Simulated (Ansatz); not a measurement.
**Pd under changes of volume**

One of the cells (14.750 Å³/atom); the others are scaled copies at fixed shape and fractional positions:

```xyz
1
Lattice="0.0000 1.9465 1.9465 1.9465 0.0000 1.9465 1.9465 1.9465 0.0000" Properties=species:S:1:pos:R:3 pbc="T T T"
Pd    0.0000    0.0000    0.0000
```

* Program: Ansatz 0.2.0
* Functional: r2SCANh
* Potentials or basis: Ansatz PAW
* Cutoff: 500 eV (not typed: the program's choice for these potentials)
* k mesh: 6 × 6 × 6
* Occupations: fermi-dirac, width 0.05 eV
* Spin: no spin polarisation

```csv
volume (Å³/atom),energy over the lowest point (meV/atom),pressure (GPa)
13.865,?,?
14.160,13.47,7.9
14.455,4.06,4.1
14.750,0.00,0.1
15.045,3.08,-3.4
15.340,12.42,-6.5
15.635,27.27,-9.3
```

**Question.** What does the run at 13.865 Å³/atom give?

**Answer.** Energy over the lowest point 32.15 meV/atom; pressure 13.1 GPa.

Worked out: A Birch-Murnaghan fit of order 3 (a polynomial in V^(-2/3)) to the other rows has its minimum at 14.76 Å³/atom with B0 = V·E''(V) = 171 GPa (rough, since the energies scatter). It gives 29.68 meV/atom at 13.865 Å³/atom, against the run's 32.15, and -dE/dV = 10.5 GPa, against 13.1.

Energies are extrapolated to zero smearing.

Caveats: all runs use coarse meshes; the PAW data sets come from PBE, with cores solved anew for the run's functional, which leaves a small shift of forces and pressure; the thresholds are loose for stress.
